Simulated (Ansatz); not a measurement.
# Pressure against volume: TiSe₂

```xyz
3
Lattice="3.5566 0.0000 0.0000 -1.7783 3.0801 0.0000 0.0000 0.0000 6.3476" Properties=species:S:1:pos:R:3 pbc="T T T"
Ti    0.0000    0.0000    0.0000
Se    0.0000    2.0534    1.5230
Se    1.7783    1.0267    4.8247
```

The cell is the one relaxed in the Materials Project (mp-2194), not relaxed further here; entries there can be hypothetical.

All numbers are computed: DFT, PBEsol, all-electron LAPW, scalar-relativistic (Ansatz 0.2.0); DFT, PBEsol, PAW with Ansatz's default frozen-core files, scalar-relativistic (Ansatz 0.2.0).

For LAPW: a Γ-centred 11×11×5 k mesh, Fermi–Dirac smearing of 0.05 eV, basis error target 1 meV/atom, no spin polarisation. PAW takes a cutoff of 420 eV at this cell (files made with PBE, cores remade for this functional). The Ansatz runs share mesh, smearing and spin set-up. Plane-wave (PAW) pressures include the program's estimate of the Pulay term.

The cell above is scaled evenly, with fractional coordinates and shape held.

| V/V(cell) | V (Å³/atom) | P, LAPW (GPa) | P, PAW (GPa) |
| --- | --- | --- | --- |
| 0.9405 | 21.799 | 2.23 | 2.23 |
| 0.9700 | 22.483 | -0.41 | -0.41 |
| 1.0000 | 23.178 | -2.72 | -2.71 |
| 1.0300 | 23.874 | -4.68 | -4.68 |
| 1.0600 | 24.569 | -6.36 | -6.36 |

Task: What do Birch–Murnaghan fits to the pressures give?

Result: LAPW: V0 = 22.37 Å³/atom, B0 = 82 GPa, B0′ = 4.1; PAW: V0 = 22.37 Å³/atom, B0 = 82 GPa, B0′ = 4.1.

PAW's V0 lies 0.00 % from the all-electron value and its B0 -0.1 %. With shape and internal coordinates held, B0 is an upper bound to the relaxed modulus.
